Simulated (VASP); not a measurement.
# H3C2 (C2/m) in VASP: single point with PBE

Aim: the single point of H3C2 with PBE.

Program: VASP 6.6.1. These are calculated values, not measurements. Logs are shortened: lines on timing, memory, paths and dates and some standing lists are left out, and cuts for length are marked.

### 1 Starting point

It takes space group C2/m (No. 12, monoclinic). The conventional cell has a = 7.159 Å, b = 6.455 Å, c = 4.078 Å, α = 90.00°, β = 101.05°, γ = 90.00°. H (site symmetry m) has 1 C at 1.09 Å as nearest neighbours. H (site symmetry 1) has 1 C at 1.07 Å as nearest neighbours. C (site symmetry m) is surrounded by 1 C at 1.20 Å. C (site symmetry m) has 3 H at 1.07 to 1.09 Å as nearest neighbours.

### 2 Single point, PBE

Contents of INCAR:

```
ALGO = Normal ; EDIFF = 1E-6
ENCUT = 520 ; GGA = PE
ISIF = 2 ; ISMEAR = 0
LASPH = T ; LCHARG = F
LREAL = F ; LWAVE = F
NBANDS = 22 ; NELM = 100
PREC = Accurate ; SIGMA = 0.01
```

Contents of KPOINTS:

```
k-points
0
Gamma
  4 4 4
```

Contents of POSCAR:

```
H3C2
1.0
    3.5794450000     -3.2276450000      0.0000000000
    3.5794450000      3.2276450000      0.0000000000
   -0.7818910000      0.0000000000      4.0025240000
H C
6 4
Direct
    0.2700000000      0.2700000000      0.5475000000
    0.7300000000      0.7300000000      0.4525000000
    0.2170000000      0.4854000000      0.2281000000
    0.5146000000      0.7830000000      0.7719000000
    0.7830000000      0.5146000000      0.7719000000
    0.4854000000      0.2170000000      0.2281000000
    0.0787000000      0.0787000000      0.0839000000
    0.9213000000      0.9213000000      0.9161000000
    0.2732000000      0.2732000000      0.2810000000
    0.7268000000      0.7268000000      0.7190000000
```

Potentials or basis: VASP PAW PBE potentials, release 64 (H, C).

On the command line:

```bash
cat potpaw_PBE.64/H/POTCAR potpaw_PBE.64/C/POTCAR > POTCAR
mpirun -np 1 vasp_std > vasp.out
```

OUTCAR:

```text
EDIFF = 1E-6
   ENCUT = 520
   GGA = PE
   ISIF = 2
   ISMEAR = 0
   LASPH = T
   LREAL = F
   NELM = 100
   PREC = Accurate

 ion  position               nearest neighbor table
   1  0.270  0.270  0.547-   9 1.09
   2  0.730  0.730  0.453-  10 1.09
   3  0.217  0.485  0.228-   9 1.07
   4  0.515  0.783  0.772-  10 1.07
   5  0.783  0.515  0.772-  10 1.07
   6  0.485  0.217  0.228-   9 1.07
   7  0.079  0.079  0.084-   8 1.20   9 1.47
   8  0.921  0.921  0.916-   7 1.20  10 1.47
   9  0.273  0.273  0.281-   3 1.07   6 1.07   1 1.09   7 1.47
  10  0.727  0.727  0.719-   4 1.07   5 1.07   2 1.09   8 1.47

  LATTYP: Found a base centered monoclinic cell.
 ALAT       =     7.1588900000
 B/A-ratio  =     0.9017166069
 C/A-ratio  =     0.5696665230
 COS(beta)  =    -0.1917254768

  Lattice vectors:

 A1 = (   3.5794450000,  -3.2276450000,   0.0000000000)
 A2 = (   3.5794450000,   3.2276450000,   0.0000000000)
 A3 = (  -0.7818910000,   0.0000000000,   4.0025240000)

Analysis of symmetry for initial positions (statically):
=====================================================================
 Subroutine PRICEL returns:
 Original cell was already a primitive cell.

 Routine SETGRP: Setting up the symmetry group for a
 base centered monoclinic supercell.

 Subroutine GETGRP returns: Found  4 space group operations
 (whereof  4 operations were pure point group operations)
 out of a pool of  4 trial point group operations.

The static configuration has the point symmetry C_2h.

Analysis of symmetry for dynamics (positions and initial velocities):
=====================================================================
 Subroutine PRICEL returns:
 Original cell was already a primitive cell.

 Routine SETGRP: Setting up the symmetry group for a
 base centered monoclinic supercell.

 Subroutine GETGRP returns: Found  4 space group operations
 (whereof  4 operations were pure point group operations)
 out of a pool of  4 trial point group operations.

The dynamic configuration has the point symmetry C_2h.

 Subroutine INISYM returns: Found  4 space group operations
 (whereof  4 operations are pure point group operations),
 and found     1 'primitive' translations

----------------------------------------------------------------------------------------

                                     Primitive cell

  volume of cell :      92.4837

  direct lattice vectors                    reciprocal lattice vectors
     3.579445000 -3.227645000  0.000000000     0.139686460 -0.154911708  0.027287678
     3.579445000  3.227645000  0.000000000     0.139686460  0.154911708  0.027287678
    -0.781891000  0.000000000  4.002524000     0.000000000  0.000000000  0.249842349

  length of vectors
     4.819763350  4.819763350  4.078179975     0.210367682  0.210367682  0.249842349

  position of ions in fractional coordinates (direct lattice)
     0.270000000  0.270000000  0.547500000
     0.730000000  0.730000000  0.452500000
     0.217000000  0.485400000  0.228100000
     0.514600000  0.783000000  0.771900000
     0.783000000  0.514600000  0.771900000
     0.485400000  0.217000000  0.228100000
     0.078700000  0.078700000  0.083900000
     0.921300000  0.921300000  0.916100000
     0.273200000  0.273200000  0.281000000
     0.726800000  0.726800000  0.719000000

  ion indices of the primitive-cell ions
   primitive index   ion index
                 1           1
                 2           2
                 3           3
                 4           4
                 5           5
                 6           6
                 7           7
                 8           8
                 9           9
                10          10

----------------------------------------------------------------------------------------

 KPOINTS: k-points

Automatic generation of k-mesh.
 Grid dimensions read from file:
 generate k-points for:    4    4    4

 Generating k-lattice:

  Cartesian coordinates                     Fractional coordinates (reciprocal lattice)
     0.034921615 -0.038727927  0.006821919     0.250000000  0.000000000  0.000000000
     0.034921615  0.038727927  0.006821919     0.000000000  0.250000000  0.000000000
     0.000000000  0.000000000  0.062460587     0.000000000  0.000000000  0.250000000

  Length of vectors
     0.052591921  0.052591921  0.062460587

  Shift w.r.t. Gamma in fractional coordinates (k-lattice)
     0.000000000  0.000000000  0.000000000

 Subroutine IBZKPT returns following result:
 ===========================================

 Found     24 irreducible k-points:

 Following reciprocal coordinates:
            Coordinates               Weight
  0.000000  0.000000  0.000000      1.000000
  0.250000  0.000000  0.000000      4.000000
  0.500000  0.000000  0.000000      2.000000
  0.250000  0.250000  0.000000      2.000000
  0.500000  0.250000 -0.000000      4.000000
 -0.250000  0.250000  0.000000      2.000000
[... 16 lines left out ...]
 -0.250000  0.250000  0.500000      2.000000
  0.500000  0.500000  0.500000      1.000000
   k-points           NKPTS =     24   k-points in BZ     NKDIM =     24   number of bands    NBANDS=     22
   number of dos      NEDOS =    301   number of ions     NIONS =     10
   total plane-waves  NPLWV =  38880
   dimension x,y,z NGX =    36 NGY =   36 NGZ =   30
   dimension x,y,z NGXF=    72 NGYF=   72 NGZF=   60
   ions per type =               6   4
   NGX,Y,Z   is equivalent  to a cutoff of  12.42, 12.42, 12.23 a.u.
   NGXF,Y,Z  is equivalent  to a cutoff of  24.83, 24.83, 24.46 a.u.
 SYSTEM =  unknown system
   PREC   = accura    normal or accurate (medium, high low for compatibility)
   ISTART =      0    job   : 0-new  1-cont  2-samecut
   ICHARG =      2    charge: 1-file 2-atom 10-const
   ISPIN  =      1    spin polarized calculation?
   LNONCOLLINEAR =      F non collinear calculations
   LSORBIT =      F    spin-orbit coupling
   LASPH  =      T    aspherical Exc in radial PAW
   ENCUT  =  520.0 eV  38.22 Ry    6.18 a.u.   8.96  8.96  7.58*2*pi/ulx,y,z
   NELM   =    100;   NELMIN=  2; NELMDL= -5     # of ELM steps
   EDIFF  = 0.1E-05   stopping-criterion for ELM
   LREAL  =      F    real-space projection
   EDIFFG = 0.1E-04   stopping-criterion for IOM
   NSW    =      0    number of steps for IOM
   IBRION =     -1    ionic relax: 0-MD 1-quasi-New 2-CG
   NFREE  =      0    steps in history (QN), initial steepest desc. (CG)
   ISIF   =      2    stress and relaxation
   ISYM   =      2    0-nonsym 1-usesym 2-fastsym
   POTIM  = 0.5000    time-step for ionic-motion
   TEBEG  =    0.0;   TEEND  =   0.0 temperature during run
   PSTRESS=    0.0 pullay stress
   NELECT =      22.0000    total number of electrons
   NUPDOWN=      -1.0000    fix difference up-down
   EMIN   =  10.00;   EMAX   =-10.00  energy-range for DOS
   EFERMI =   0.00;   METHOD = LEGACY
   ISMEAR =     0;   SIGMA  =   0.01  broadening in eV -4-tet -1-fermi 0-gaus
   EFERMI_NEDOS =   21; number of points for ismear=-14 and -15
   IALGO  =     38    algorithm
   IMIX   =      4    mixing-type and parameters
     AMIX     =   0.40;   BMIX     =  1.00
     AMIX_MAG =   1.60;   BMIX_MAG =  1.00
  volume/ion in A,a.u.               =       9.25        62.41
  Fermi-wavevector in a.u.,A,eV,Ry     =   1.014364  1.916870 13.999508  1.028935
  Thomas-Fermi vector in A             =   2.147587
   LORBIT       =      0    0 simple, 1 ext, 2 COOP (PROOUT), +10 PAW based schemes
   GGA     = PE    functional components
   LHFCALC =     F    Hartree Fock is set to
   AEXX    =    0.0000 exact exchange contribution
   IVDW    =     0    specifies the selected vdW correction
   LEPSILON=     F    determine dielectric tensor
   LRPA    =     F    only Hartree local field effects (RPA)
 non-spin polarized calculation
 Gauss-broadening in eV      SIGMA  =   0.01
  energy-cutoff  :      520.00
  volume of cell :       92.48
 maximum number of plane-waves:      2501
   NGX = 17   NGY = 17   NGZ = 15

 number of electron      22.0000003 magnetization

 Free energy of the ion-electron system (eV)
  ---------------------------------------------------
  ext. energy  EPLUGINS =         0.00000000
  ---------------------------------------------------
  free energy    TOTEN  =       -56.63826486 eV

  energy without entropy =      -56.63826486  energy(sigma->0) =      -56.63826486

 E-fermi :  -1.5148     XC(G=0):  -7.6095

 val. band max:       -1.5596667341   @ k =   0.5000   0.5000   0.5000
 cond. band min:       3.3153325951   @ k =   0.0000   0.0000   0.0000
 fundamental gap:      4.8749993292
 Fermi energy:        -1.5147802207

 k-point     1 :       0.0000    0.0000    0.0000
  band No.  band energies     occupation
      1     -15.6477      2.00000
      2     -14.1375      2.00000
      3     -12.5314      2.00000
      4      -7.4154      2.00000
      5      -6.7006      2.00000
      6      -6.4381      2.00000
[... 14 lines left out ...]
     21       9.8478      0.00000
     22      10.2869      0.00000

 k-point     2 :       0.2500    0.0000    0.0000
  band No.  band energies     occupation
      1     -15.5476      2.00000
      2     -14.2931      2.00000
      3     -12.4599      2.00000
      4      -7.7137      2.00000
      5      -6.4658      2.00000
      6      -6.4428      2.00000
[... 14 lines left out ...]
     21       9.9807      0.00000
     22      10.4176      0.00000
[... 523 lines left out ...]
     21      11.1372      0.00000
     22      11.1627      0.00000

 k-point    24 :       0.5000    0.5000    0.5000
  band No.  band energies     occupation
      1     -15.2022      2.00000
      2     -14.3152      2.00000
      3     -12.5401      2.00000
      4      -7.8836      2.00000
      5      -6.9243      2.00000
      6      -6.6959      2.00000
[... 14 lines left out ...]
     21      10.8331      0.00000
     22      11.2421      0.00000

------------------------ aborting loop because EDIFF is reached ----------------------------------------

  FORCE on cell =-STRESS in cart. coord.  units (eV):
  Direction    XX          YY          ZZ          XY          YZ          ZX
  --------------------------------------------------------------------------------------
  -------------------------------------------------------------------------------------
  Total        1.9204249      2.9738382      1.5069616      0.0000000      0.0000000     -0.1270369
  in kB       33.2692112     51.5184182     26.1064237      0.0000000      0.0000000     -2.2007717
  external PRESSURE =      36.9646844 kB  Pullay stress =       0.0000000 kB

 VOLUME and BASIS-vectors are now :
 -----------------------------------------------------------------------------
  energy-cutoff  :      520.00
  volume of cell :       92.48
      direct lattice vectors                 reciprocal lattice vectors
     3.579445000 -3.227645000  0.000000000     0.139686460 -0.154911708  0.027287678
     3.579445000  3.227645000  0.000000000     0.139686460  0.154911708  0.027287678
    -0.781891000  0.000000000  4.002524000     0.000000000  0.000000000  0.249842349

 POSITION                                       TOTAL-FORCE (eV/Angst)
 -----------------------------------------------------------------------------------
      1.50481      0.00000      2.19138        -0.047597     -0.000000      0.220621
      4.87218      0.00000      1.81114         0.047597     -0.000000     -0.220621
      2.33585      0.86630      0.91298         0.419757      0.723351     -0.164118
      4.04115      0.86630      3.08955        -0.419757      0.723351      0.164118
      4.04115     -0.86630      3.08955        -0.419757     -0.723351      0.164118
      2.33585     -0.86630      0.91298         0.419757     -0.723351     -0.164118
      0.49780      0.00000      0.33581         1.556418     -0.000000      0.932898
      5.87920      0.00000      3.66671        -1.556418     -0.000000     -0.932898
      1.73610      0.00000      1.12471        -1.143448     -0.000000     -0.073434
      4.64090      0.00000      2.87781         1.143448     -0.000000      0.073434
 -----------------------------------------------------------------------------------
    total drift:                                0.000000     -0.000000     -0.000000

  FREE ENERGIE OF THE ION-ELECTRON SYSTEM (eV)
  ---------------------------------------------------
  free  energy   TOTEN  =       -56.6382648555 eV

  energy  without entropy=      -56.6382648555  energy(sigma->0) =      -56.63826486
```

Wall time 18 s (1 thread of Intel Xeon 6975P-C (Granite Rapids), shared host); peak memory 0.19 GiB.

Results:

- Free energy: -56.6383 eV
- Pressure: 3.7 GPa
- Largest force: 1.815 eV/Å
- Band gap on the k mesh: 4.88 eV, indirect (least direct gap 5.28 eV)

Forces in eV/Å, atoms in the order of the input:
```
H   -0.048  0.000  0.221
H    0.048  0.000 -0.221
H    0.420  0.723 -0.164
H   -0.420  0.723  0.164
H   -0.420 -0.723  0.164
H    0.420 -0.723 -0.164
C    1.556  0.000  0.933
C   -1.556  0.000 -0.933
C   -1.143  0.000 -0.073
C    1.143  0.000  0.073
```

Levels at points of the mesh, in eV from the valence-band top:
| k point | band 7 | band 8 | band 9 | band 10 | band 11 | band 12 | band 13 | band 14 | band 15 | band 16 |
| --- | --- | --- | --- | --- | --- | --- | --- | --- | --- | --- |
| (0.00, 0.00, 0.00) | -4.29 | -4.25 | -4.22 | -1.32 | -0.91 | 4.88 | 5.87 | 6.78 | 8.30 | 9.38 |
| (0.50, 0.00, 0.00) | -4.67 | -4.33 | -4.23 | -0.89 | -0.28 | 5.30 | 5.79 | 6.62 | 7.23 | 8.85 |
| (0.50, 0.50, 0.00) | -4.57 | -4.08 | -3.92 | -0.52 | -0.04 | 5.24 | 6.26 | 7.23 | 7.39 | 7.72 |
| (0.00, 0.00, 0.50) | -4.69 | -4.62 | -4.45 | -1.01 | -0.55 | 5.67 | 6.14 | 7.45 | 8.04 | 8.79 |
| (0.50, 0.00, 0.50) | -4.85 | -4.53 | -4.11 | -1.01 | -0.17 | 5.87 | 6.75 | 7.66 | 8.33 | 8.71 |
| (0.50, 0.50, 0.50) | -4.85 | -4.75 | -4.56 | -0.23 | 0.00 | 6.39 | 6.39 | 8.29 | 8.40 | 8.55 |

Caveat: the standard files for N, O and F lose accuracy on very short bonds; forces of over 1 eV/Å show positions far from the minimum, so gaps and moduli don't describe the material at rest.
